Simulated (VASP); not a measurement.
**Pt under changes of volume**

One of the cells (15.381 Å³/atom); the others are scaled copies at fixed shape and fractional positions:

```xyz
1
Lattice="0.0000 1.9739 1.9739 1.9739 0.0000 1.9739 1.9739 1.9739 0.0000" Properties=species:S:1:pos:R:3 pbc="T T T"
Pt    0.0000    0.0000    0.0000
```

```yaml
Program: VASP 6.6.1
Functional: PBE
Potentials_or_basis: VASP PAW PBE potentials, release 64 (Pt)
Cutoff: 520 eV
k_mesh: 12 × 12 × 12
Occupations: fermi-dirac, width 0.05 eV
Spin: no spin polarisation
```

| volume (Å³/atom) | energy over the lowest point (meV/atom) | pressure (GPa) |
| --- | --- | --- |
| 14.175 | 129.28 | 31.6 |
| 14.477 | 77.58 | 23.4 |
| 14.778 | 40.37 | 16.1 |
| 15.381 | 2.97 | 4.1 |
| 15.683 | 0.00 | -0.9 |
| 15.985 | ? | ? |

Problem. What does the run at 15.985 Å³/atom give?

Solution. Energy over the lowest point 5.90 meV/atom; pressure -5.3 GPa.

Worked out: A Birch-Murnaghan fit of order 3 (a polynomial in V^(-2/3)) to the other rows has its minimum at 15.63 Å³/atom with B0 = V·E''(V) = 252 GPa and B' = 5.2. It gives 6.05 meV/atom at 15.985 Å³/atom, against the run's 5.90, and -dE/dV = -5.4 GPa, against -5.3.

Energies are extrapolated to zero smearing.
